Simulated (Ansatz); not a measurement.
# A computed series for PbF2: response to strain

Consider PbF$_{2}$ in the fluorite structure (space group Fm-3m, No. 225; a = 5.8987 Å). Axes: x, y, z lie along the cube axes.

Strains are applied to the cell and any free atomic positions relax.

Computed with PBEsol (Ansatz, an electronic-structure program), no SOC.

```csv
uniaxial strain ε_zz (%),band gap (eV)
-3,4.17
-2.5,?
-2,4.22
-1.5,4.24
-1,4.26
-0.5,4.28
0,4.31
```

Fit E_g = E₀ + Dε (ε in %) to the rows shown and predict the withheld row.

Least squares on the printed values gives E₀ = 4.31 eV, D = 45.1 meV per % of strain (largest residual 0.00 eV); this predicts 4.19 eV, and the run gives 4.19 eV, in agreement.

Spin-orbit coupling, missing from the scalar runs, can matter with Pb. Whether these cells are dynamically stable was not tested.
